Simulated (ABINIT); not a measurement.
Set up this calculation in ABINIT 10.8.3 (patched build), as the native input.

```
Task                : band structure
Functional          : PBE
Potentials or basis : JTH PAW PBE v2.0
Cutoff              : 599 eV
k mesh              : 7 × 7 × 7
Occupations         : fermi-dirac, width 0.05 eV
Spin                : no spin polarisation
Fine-grid cutoff    : 1197.3 eV
```

The system is CdTe.

```
CELL_PARAMETERS angstrom
0.00000 3.20500 3.20500
3.20500 0.00000 3.20500
3.20500 3.20500 0.00000
ATOMIC_POSITIONS crystal
Te 0.75000 0.75000 0.75000
Cd 0.00000 0.00000 0.00000
```

These files were run (other wordings do the same):

run.abi

```
# Datasets: ground state, then fixed potential
ndtset 2

# Pseudopotentials
pp_dirpath "./"
pseudos "Te.GGA_PBE-JTH.xml, Cd.GGA_PBE-JTH.xml"

# Structure
acell 3*1.0 Angstrom
rprim
     0.0000000000     3.2050000000     3.2050000000
     3.2050000000     0.0000000000     3.2050000000
     3.2050000000     3.2050000000     0.0000000000
ntypat 2
znucl 52 48
natom 2
typat 1 2
xred
     0.7500000000     0.7500000000     0.7500000000
     0.0000000000     0.0000000000     0.0000000000

# Plane-wave basis
ecut 22.0
pawecutdg 44.0
pawxcdev 0

# Exchange and correlation
ixc 11

# Bands and occupations
occopt 3
tsmear 0.00183747

# SCF cycle
nstep 100

# Output
iomode 3
prtwf 0
prteig 0
prtebands 0
prtden1 1

# Dataset 1
kptopt1 1
ngkpt1 7 7 7
nshiftk1 1
shiftk1 0.0 0.0 0.0
nband1 13
tolvrs1 1.0e-9

# Dataset 2: bands along G-X-W-K-G-L-U-W-L-K
iscf2 -2
getden2 1
nband2 19
nbdbuf2 4
tolwfr2 1.0e-11
kptopt2 -9
ndivsm2 5
prteig2 1
prtvol2 -3
kptbounds2
     0.0000000000     0.0000000000     0.0000000000
     0.5000000000     0.0000000000     0.5000000000
     0.5000000000     0.2500000000     0.7500000000
     0.3750000000     0.3750000000     0.7500000000
     0.0000000000     0.0000000000     0.0000000000
     0.5000000000     0.5000000000     0.5000000000
     0.6250000000     0.2500000000     0.6250000000
     0.5000000000     0.2500000000     0.7500000000
     0.5000000000     0.5000000000     0.5000000000
     0.3750000000     0.3750000000     0.7500000000
```

Potentials or basis: JTH PAW PBE v2.0.

The run is started by

```console
$ abinit run.abi > log 2>&1
```

It gave:

```
Pressure                                              : 4.4 GPa
Band gap on the k mesh                                : 0.88 eV, direct
Band gap along the path                               : 0.88 eV, direct
Valence electrons inside the program's atomic spheres : Te 3.17; Cd 10.48
```

Caveat: spin-orbit coupling is left out, which moves the levels of the heavy elements.

It took 4.6 min on 1 thread of Arm Neoverse V1, with other jobs on the host, peak memory 0.16 GiB.
